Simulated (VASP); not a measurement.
# Si2W (I4/mmm) in VASP: notebook

Runs on Si2W. Level: PBE. Tasks: relaxation of cell and atoms, vibrations by finite differences.

Everything below comes from runs of VASP 6.6.1. Logs are shortened: lines on timing, memory, paths and dates and some standing lists are left out, and cuts for length are marked.

## 1. The crystal as given

It takes space group I4/mmm (No. 139, tetragonal). The conventional cell has a = 3.214 Å, b = 3.214 Å, c = 7.830 Å, α = 90.00°, β = 90.00°, γ = 90.00°. Around Si (site symmetry 4mm) lie 5 Si at 2.59 to 2.63 Å and 5 W at 2.62 Å. W (site symmetry 4/mmm) has 10 Si at 2.62 Å as nearest neighbours.

## 2. Relaxation of cell and atoms, PBE

The input, INCAR:

```
SYSTEM = Si2W
PREC = Accurate ; ENCUT = 520
EDIFF = 1E-7 ; ISMEAR = 0
SIGMA = 0.1 ; LREAL = .FALSE.
LASPH = .TRUE. ; NELM = 100
ALGO = Fast ; ISIF = 3
LWAVE = .FALSE. ; LCHARG = .FALSE.
GGA = PE ; IBRION = 2
NSW = 80 ; EDIFFG = -0.002
KPAR = 4
```

The input, KPOINTS:

```
Automatic mesh
0
G
  18 18 18
  0 0 0
```

The input, POSCAR:

```
Si2W
1.0
   -1.6069000000      1.6069000000      3.9149500000
    1.6069000000     -1.6069000000      3.9149500000
    1.6069000000      1.6069000000     -3.9149500000
Si W
2 1
Direct
    0.3347000000      0.3347000000      0.0000000000
    0.6653000000      0.6653000000      0.0000000000
    0.0000000000      0.0000000000      0.0000000000
```

Potentials or basis: VASP PAW PBE potentials, release 64 (Si, W_sv).

Run with:

```console
$ cat potpaw_PBE.64/Si/POTCAR potpaw_PBE.64/W_sv/POTCAR > POTCAR
$ mpirun -np 4 vasp_std > vasp.out
```

OUTCAR:

```text
SYSTEM = Si2W
   PREC = Accurate
   ENCUT = 520
   EDIFF = 1E-7
   ISMEAR = 0
   LREAL = .FALSE.
   LASPH = .TRUE.
   NELM = 100
   ISIF = 3
   GGA = PE
   IBRION = 2
   NSW = 80
   EDIFFG = -0.002

 ion  position               nearest neighbor table
   1  0.335  0.335  0.000-   2 2.59   3 2.62   3 2.62   3 2.62   3 2.62   3 2.62   2 2.63   2 2.63
                             2 2.63   2 2.63
   2  0.665  0.665  0.000-   1 2.59   3 2.62   3 2.62   3 2.62   3 2.62   3 2.62   1 2.63   1 2.63
                             1 2.63   1 2.63
   3  0.000  0.000  0.000-   2 2.62   2 2.62   2 2.62   1 2.62   2 2.62   1 2.62   1 2.62   1 2.62
                             1 2.62   2 2.62

  LATTYP: Found a body centered tetragonal cell.
 ALAT       =     3.2138000000
 C/A-ratio  =     2.4363370465

  Lattice vectors:

 A1 = (  -1.6069000000,   1.6069000000,   3.9149500000)
 A2 = (   1.6069000000,  -1.6069000000,   3.9149500000)
 A3 = (   1.6069000000,   1.6069000000,  -3.9149500000)

Analysis of symmetry for initial positions (statically):
=====================================================================
 Subroutine PRICEL returns:
 Original cell was already a primitive cell.

 Routine SETGRP: Setting up the symmetry group for a
 body centered tetragonal supercell.

 Subroutine GETGRP returns: Found 16 space group operations
 (whereof 16 operations were pure point group operations)
 out of a pool of 16 trial point group operations.

The static configuration has the point symmetry D_4h.

Analysis of symmetry for dynamics (positions and initial velocities):
=====================================================================
 Subroutine PRICEL returns:
 Original cell was already a primitive cell.

 Routine SETGRP: Setting up the symmetry group for a
 body centered tetragonal supercell.

 Subroutine GETGRP returns: Found 16 space group operations
 (whereof 16 operations were pure point group operations)
 out of a pool of 16 trial point group operations.

The dynamic configuration has the point symmetry D_4h.

 Subroutine INISYM returns: Found 16 space group operations
 (whereof 16 operations are pure point group operations),
 and found     1 'primitive' translations

----------------------------------------------------------------------------------------

                                     Primitive cell

  volume of cell :      40.4356

  direct lattice vectors                    reciprocal lattice vectors
    -1.606900000  1.606900000  3.914950000     0.000000000  0.311158131  0.127715552
     1.606900000 -1.606900000  3.914950000     0.311158131  0.000000000  0.127715552
     1.606900000  1.606900000 -3.914950000     0.311158131  0.311158131  0.000000000

  length of vectors
     4.526708376  4.526708376  4.526708376     0.336348992  0.336348992  0.440044048

  position of ions in fractional coordinates (direct lattice)
     0.334700000  0.334700000  0.000000000
     0.665300000  0.665300000  0.000000000
     0.000000000  0.000000000  0.000000000

  ion indices of the primitive-cell ions
   primitive index   ion index
                 1           1
                 2           2
                 3           3

----------------------------------------------------------------------------------------

 KPOINTS: Automatic mesh

Automatic generation of k-mesh.
 Grid dimensions read from file:
 generate k-points for:   18   18   18

 Generating k-lattice:

  Cartesian coordinates                     Fractional coordinates (reciprocal lattice)
     0.000000000  0.017286563  0.007095308     0.055555556  0.000000000  0.000000000
     0.017286563  0.000000000  0.007095308     0.000000000  0.055555556  0.000000000
     0.017286563  0.017286563  0.000000000     0.000000000  0.000000000  0.055555556

  Length of vectors
     0.018686055  0.018686055  0.024446892

  Shift w.r.t. Gamma in fractional coordinates (k-lattice)
     0.000000000  0.000000000  0.000000000

 Subroutine IBZKPT returns following result:
 ===========================================

 Found    480 irreducible k-points:

 Following reciprocal coordinates:
            Coordinates               Weight
  0.000000  0.000000  0.000000      1.000000
  0.055556 -0.000000  0.000000      8.000000
  0.111111 -0.000000  0.000000      8.000000
  0.166667  0.000000  0.000000      8.000000
  0.222222  0.000000 -0.000000      8.000000
  0.277778  0.000000  0.000000      8.000000
[... 16 lines left out ...]
 -0.277778  0.055556  0.000000     16.000000
 -0.222222  0.055556  0.000000     16.000000
 [... further k-points ...]
   k-points           NKPTS =    480   k-points in BZ     NKDIM =    480   number of bands    NBANDS=     15
   number of dos      NEDOS =    301   number of ions     NIONS =      3
   total plane-waves  NPLWV =  46656
   dimension x,y,z NGX =    36 NGY =   36 NGZ =   36
   dimension x,y,z NGXF=    72 NGYF=   72 NGZF=   72
   ions per type =               2   1
   NGX,Y,Z   is equivalent  to a cutoff of  13.22, 13.22, 13.22 a.u.
   NGXF,Y,Z  is equivalent  to a cutoff of  26.44, 26.44, 26.44 a.u.
 SYSTEM =  Si2W
   PREC   = accura    normal or accurate (medium, high low for compatibility)
   ISTART =      0    job   : 0-new  1-cont  2-samecut
   ICHARG =      2    charge: 1-file 2-atom 10-const
   ISPIN  =      1    spin polarized calculation?
   LNONCOLLINEAR =      F non collinear calculations
   LSORBIT =      F    spin-orbit coupling
   LASPH  =      T    aspherical Exc in radial PAW
   ENCUT  =  520.0 eV  38.22 Ry    6.18 a.u.   8.42  8.42  8.42*2*pi/ulx,y,z
   NELM   =    100;   NELMIN=  2; NELMDL= -5     # of ELM steps
   EDIFF  = 0.1E-06   stopping-criterion for ELM
   LREAL  =      F    real-space projection
   EDIFFG = -.2E-02   stopping-criterion for IOM
   NSW    =     80    number of steps for IOM
   IBRION =      2    ionic relax: 0-MD 1-quasi-New 2-CG
   NFREE  =      1    steps in history (QN), initial steepest desc. (CG)
   ISIF   =      3    stress and relaxation
   ISYM   =      2    0-nonsym 1-usesym 2-fastsym
   POTIM  = 0.5000    time-step for ionic-motion
   TEBEG  =    0.0;   TEEND  =   0.0 temperature during run
   PSTRESS=    0.0 pullay stress
   NELECT =      22.0000    total number of electrons
   NUPDOWN=      -1.0000    fix difference up-down
   EMIN   =  10.00;   EMAX   =-10.00  energy-range for DOS
   EFERMI =   0.00;   METHOD = LEGACY
   ISMEAR =     0;   SIGMA  =   0.10  broadening in eV -4-tet -1-fermi 0-gaus
   EFERMI_NEDOS =   21; number of points for ismear=-14 and -15
   IALGO  =     68    algorithm
   IMIX   =      4    mixing-type and parameters
     AMIX     =   0.40;   BMIX     =  1.00
     AMIX_MAG =   1.60;   BMIX_MAG =  1.00
  volume/ion in A,a.u.               =      13.48        90.96
  Fermi-wavevector in a.u.,A,eV,Ry     =   1.336476  2.525573 24.302284  1.786167
  Thomas-Fermi vector in A             =   2.465099
   LORBIT       =      0    0 simple, 1 ext, 2 COOP (PROOUT), +10 PAW based schemes
   GGA     = PE    functional components
   LHFCALC =     F    Hartree Fock is set to
   AEXX    =    0.0000 exact exchange contribution
   IVDW    =     0    specifies the selected vdW correction
   LEPSILON=     F    determine dielectric tensor
   LRPA    =     F    only Hartree local field effects (RPA)
 conjugate gradient relaxation of ions
 non-spin polarized calculation
 RMM-DIIS sequential band-by-band and
 Gauss-broadening in eV      SIGMA  =   0.10
  energy-cutoff  :      520.00
  volume of cell :       40.44
 maximum number of plane-waves:      1118
 NGX is ok and might be reduce to    36
   NGX = 17   NGY = 17   NGZ = 17

--------------------------------------- Ionic step        1  -------------------------------------------

 number of electron      21.9999999 magnetization

 Free energy of the ion-electron system (eV)
  ---------------------------------------------------
  ext. energy  EPLUGINS =         0.00000000
  ---------------------------------------------------
  free energy    TOTEN  =       -24.80931821 eV

  energy without entropy =      -24.80844171  energy(sigma->0) =      -24.80887996

------------------------ aborting loop because EDIFF is reached ----------------------------------------

  FORCE on cell =-STRESS in cart. coord.  units (eV):
  Direction    XX          YY          ZZ          XY          YZ          ZX
  --------------------------------------------------------------------------------------
  -------------------------------------------------------------------------------------
  Total        0.8260163      0.8260163      0.9203440      0.0000000      0.0000000      0.0000000
  in kB       32.7291940     32.7291940     36.4667321      0.0000000      0.0000000      0.0000000
  external PRESSURE =      33.9750400 kB  Pullay stress =       0.0000000 kB
[... 133 lines left out ...]
  energy  without entropy=      -24.8146423058  energy(sigma->0) =      -24.81509511

--------------------------------------- Ionic step        5  -------------------------------------------

 number of electron      22.0000000 magnetization

 Free energy of the ion-electron system (eV)
  ---------------------------------------------------
  ext. energy  EPLUGINS =         0.00000000
  ---------------------------------------------------
  free energy    TOTEN  =       -24.81555198 eV

  energy without entropy =      -24.81464523  energy(sigma->0) =      -24.81509861

 E-fermi :  11.7505     XC(G=0): -12.4585

 val. band max:       11.7306977976   @ k =  -0.3889   0.5000   0.3333
 cond. band min:      11.7877414641   @ k =  -0.3889  -0.4444   0.3889
 fundamental gap:      0.0570436665
 Fermi energy:        11.7504779015

 k-point     1 :       0.0000    0.0000    0.0000
  band No.  band energies     occupation
      1     -62.1357      2.00000
      2     -26.3820      2.00000
      3     -26.3689      2.00000
      4     -26.3689      2.00000
      5      -2.2062      2.00000
      6       4.9950      2.00000
      7       7.9924      2.00000
      8       8.5035      2.00000
      9       8.9447      2.00000
     10       8.9447      2.00000
     11      12.3520      0.00000
     12      14.3943      0.00000
     13      14.7309      0.00000
     14      14.7810      0.00000
     15      14.7810      0.00000
[... 397 lines left out ...]
 k-point    24 :      -0.2222    0.0556    0.0000
  band No.  band energies     occupation
      1     -62.1326      2.00000
      2     -26.4534      2.00000
      3     -26.3744      2.00000
      4     -26.3672      2.00000
      5      -1.3101      2.00000
      6       5.0880      2.00000
      7       6.4367      2.00000
      8       8.1826      2.00000
      9       8.9256      2.00000
     10       9.6401      2.00000
     11      10.3535      2.00000
     12      13.3037      0.00000
     13      13.9281      0.00000
     14      16.0969      0.00000
     15      16.2059      0.00000

 [... further k-points ...]

------------------------ aborting loop because EDIFF is reached ----------------------------------------

  FORCE on cell =-STRESS in cart. coord.  units (eV):
  Direction    XX          YY          ZZ          XY          YZ          ZX
  --------------------------------------------------------------------------------------
  -------------------------------------------------------------------------------------
  Total       -0.0031785     -0.0031785     -0.0059533      0.0000000     -0.0000000      0.0000000
  in kB       -0.1240996     -0.1240996     -0.2324397      0.0000000     -0.0000000      0.0000000
  external PRESSURE =      -0.1602130 kB  Pullay stress =       0.0000000 kB
[... 18 lines left out ...]
  FREE ENERGIE OF THE ION-ELECTRON SYSTEM (eV)
  ---------------------------------------------------
  free  energy   TOTEN  =       -24.8155519827 eV

  energy  without entropy=      -24.8146452287  energy(sigma->0) =      -24.81509861

 reached required accuracy - stopping structural energy minimisation
```

Wall time 3.3 min (4 MPI ranks of Intel Xeon 6975P-C (Granite Rapids), shared host); peak memory 0.45 GiB.

What came out:

| Quantity | Value |
| --- | --- |
| Free energy | -24.8156 eV |
| Relaxed volume | 13.68 Å³/atom |
| Relaxed cell | a = 4.549 Å, b = 4.549 Å, c = 4.549 Å, α = 138.41°, β = 138.41°, γ = 60.28° |
| Space group after relaxing (to 0.05 Å) | I4/mmm (No. 139) |
| Energy gained by relaxing | 2.1 meV/atom |
| Ionic steps | 5 |
| Pressure after relaxing | 0.0 GPa |
| Band gap on the k mesh | none (metal or under the smearing width) |

The path:
```csv
step,energy change (eV),largest force (eV/Å),pressure (GPa),volume (Å³)
1,0.0000,0.0626,3.40,40.44
2,0.0139,0.1032,-5.59,42.13
3,-0.0062,0.0001,0.01,41.03
4,-0.0062,0.0002,-0.02,41.04
5,-0.0062,0.0001,-0.02,41.04
```

Final structure:
```
Si W
1.0
    -1.61490    1.61490    3.93376
     1.61490   -1.61490    3.93376
     1.61490    1.61490   -3.93376
Si W
2 1
Direct
  0.33456 0.33456 0.00000
  0.66544 0.66544 0.00000
  0.00000 0.00000 0.00000
```

Levels at points of the mesh, in eV from the Fermi level:
```csv
k point,band 9,band 10,band 11,band 12,band 13,band 14
"(0.00, 0.00, 0.00)",-2.81,-2.81,0.60,2.64,2.98,3.03
"(0.50, 0.00, 0.00)",-2.75,-2.71,-0.42,2.65,2.75,3.90
"(0.50, 0.50, 0.00)",-4.96,-3.19,-1.76,2.73,2.91,3.06
"(0.50, 0.50, 0.50)",-0.85,-0.85,-0.49,-0.49,0.77,4.44
```

Spin-orbit coupling is left out, which matters for the levels of W. Zero-point motion and thermal expansion aren't in these numbers.

## 3. Relaxation of cell and atoms, PBE

This run uses another cell than the first one, of 13.68 Å³/atom, 1.015 times its volume.

INCAR is that of step 2.

KPOINTS is that of step 2.

The input, POSCAR:

```
Si2W                                    
1.0
   -1.6149009561      1.6149009561      3.9337557762
    1.6149009561     -1.6149009561      3.9337557762
    1.6149009561      1.6149009561     -3.9337557762
  Si              W             
     2     1
Direct
     0.3345586759891791    0.3345586759891791    0.0000000000000000
     0.6654413240108209    0.6654413240108209    0.0000000000000000
     0.0000000000000000    0.0000000000000000    0.0000000000000000
```

Potentials or basis: VASP PAW PBE potentials, release 64 (Si, W_sv).

Run with:

```console
$ cat potpaw_PBE.64/Si/POTCAR potpaw_PBE.64/W_sv/POTCAR > POTCAR
$ mpirun -np 4 vasp_std > vasp.out
```

Run time: 83 s. Hardware: 4 MPI ranks of Intel Xeon 6975P-C (Granite Rapids), shared host; peak memory 0.45 GiB.

The run converged. Its results:

```yaml
Free_energy: -24.8157 eV
Pressure_after_relaxing: 0.0 GPa
Band_gap_on_the_k_mesh: none (metal or under the smearing width)
```

Final structure:
```cif
data_structure
_symmetry_space_group_name_H-M 'P 1'
_symmetry_Int_Tables_number 1
_cell_length_a 4.5487
_cell_length_b 4.5487
_cell_length_c 4.5487
_cell_angle_alpha 138.410
_cell_angle_beta 138.410
_cell_angle_gamma 60.276
_cell_volume 41.04
loop_
_atom_site_label
_atom_site_type_symbol
_atom_site_fract_x
_atom_site_fract_y
_atom_site_fract_z
_atom_site_occupancy
Si1 Si 0.33456 0.33456 0.00000 1
Si2 Si 0.66544 0.66544 0.00000 1
W1 W 0.00000 0.00000 0.00000 1
```

Levels at points of the mesh, in eV from the Fermi level:
| k point | band 7 | band 8 | band 9 | band 10 | band 11 | band 12 | band 13 | band 14 | band 15 |
| --- | --- | --- | --- | --- | --- | --- | --- | --- | --- |
| (0.00, 0.00, 0.00) | -3.76 | -3.25 | -2.81 | -2.81 | 0.60 | 2.64 | 2.98 | 3.03 | 3.03 |
| (0.50, 0.00, 0.00) | -5.67 | -4.81 | -2.75 | -2.71 | -0.42 | 2.65 | 2.75 | 3.90 | 5.06 |
| (0.50, 0.50, 0.00) | -5.94 | -5.51 | -4.96 | -3.19 | -1.76 | 2.73 | 2.91 | 3.06 | 4.31 |
| (0.50, 0.50, 0.50) | -3.76 | -2.54 | -0.85 | -0.85 | -0.49 | -0.49 | 0.77 | 4.44 | 4.72 |

Caveat: the relaxation stopped at its first step, so nothing moved.

## 4. Vibrations by finite differences, PBE

This run uses another cell than the first one, of 13.68 Å³/atom, 1.015 times its volume.

The input, INCAR:

```
SYSTEM = Si2W
PREC = Accurate ; ENCUT = 520
EDIFF = 1E-8 ; ISMEAR = 0
SIGMA = 0.1 ; LREAL = .FALSE.
LASPH = .TRUE. ; NELM = 100
ALGO = Fast ; ISIF = 3
LWAVE = .FALSE. ; LCHARG = .FALSE.
GGA = PE ; NBANDS = 18
IBRION = 6 ; NFREE = 2
POTIM = 0.015 ; NSW = 1
KPAR = 4
```

KPOINTS is that of step 3.

The input, POSCAR:

```
Si2W                                    
1.0
   -1.6149009561      1.6149009561      3.9337557762
    1.6149009561     -1.6149009561      3.9337557762
    1.6149009561      1.6149009561     -3.9337557762
  Si              W             
     2     1
Direct
     0.3345586759891788    0.3345586759891788    0.0000000000000000
     0.6654413240108212    0.6654413240108212    0.0000000000000000
     0.0000000000000000    0.0000000000000000    0.0000000000000000
```

Run with:

```console
$ cat potpaw_PBE.64/Si/POTCAR potpaw_PBE.64/W_sv/POTCAR > POTCAR
$ mpirun -np 4 vasp_std > vasp.out
```

It took 34 min on 4 MPI ranks of Intel Xeon 6975P-C (Granite Rapids), shared host; peak memory 1.7 GiB.

Results (log left out):

| Property | Result |
| --- | --- |
| Voigt bulk modulus | 219 GPa |
| Highest phonon frequency at Γ | 439 cm⁻¹ |

Phonon frequencies in cm⁻¹ (negative: imaginary):
| q point | frequencies |
| --- | --- |
| (0.000, 0.000, 0.000) | 0 0 0 252 252 297 329 329 439 |

Elastic tensor in Voigt notation (GPa, in the Cartesian axes of the cell as first typed):
```
422 115  93   0   0   0
115 422  93   0   0   0
 93  93 529   0   0   0
  0   0   0 199   0   0
  0   0   0   0 199   0
  0   0   0   0   0 200
```

Clamped-ion elastic tensor (GPa):
```
425 117  95   0   0   0
117 425  95   0   0   0
 95  95 533   0   0   0
  0   0   0 201   0   0
  0   0   0   0 201   0
  0   0   0   0   0 200
```

Caveat: elastic constants of metals need much finer meshes, so these are rough. The run has no spin-orbit coupling, so splittings on W are missing.
